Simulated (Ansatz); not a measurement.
# GaN: the cost of one run

All numbers below are computed with Ansatz 0.2.0 (DFT PBE, scalar-relativistic, plane waves, PAW).

4 further runs of the same task are left out: 4 set aside as unsound or not needed.

## 1. The structure to begin with

The cell holds 36 atoms (Ga17N18Yb): a = 7.653 Å, b = 7.653 Å, c = 7.653 Å, α = 78.22°, β = 78.22°, γ = 78.22°.

The coordinates of this cell stand in the input of its own run.

The host was relaxed before at PBE: a = 3.218 Å, b = 3.218 Å, c = 5.243 Å, α = 90.00°, β = 90.00°, γ = 120.00° (conventional cell), 11.758 Å³/atom.

Places, in fractions of the supercell: Yb in place of Ga at (0.389, 0.389, 0.722). The start keeps the symmetry of the ideal site.

## 2. Band edges of the host over the zone

input.yaml reads:

```yaml
crystal:
  lattice:
    - [3.2183571298, 0.0, 0.0]
    - [-1.6091785649, 2.7871790328, 0.0]
    - [0.0, 0.0, 5.2431089265]
  atoms:
    - { symbol: Ga, position: [0.6666666667, 0.3333333333, 0.4991348436] }
    - { symbol: Ga, position: [0.3333333333, 0.6666666667, 0.9991348436] }
    - { symbol: "N", position: [0.6666666667, 0.3333333333, 0.8758651564] }
    - { symbol: "N", position: [0.3333333333, 0.6666666667, 0.3758651564] }
basis:
  ecutwfc: 420
  xc_grid: 2
kpoints:
  mp_grid: { grid: [9, 9, 6] }
  band_path: { path: [VBM, CBM], npoints: 2 }
hamiltonian:
  xc: pbe
scf:
  occupations: { method: gaussian, width: 0.02 }
output:
  forces: true
  stress: true
  eigenvalues: true
```

Command:

```bash
ansatz run input.yaml --threads 8 --pin off --max-ram 16384MiB --backend cpu --events-out ev --progress --plain --runs-dir out
```

Q: Estimate wall time and peak memory on 8 threads of Arm Neoverse V2, shared host.

About 1.4 s, with a peak of 0.42 GiB.
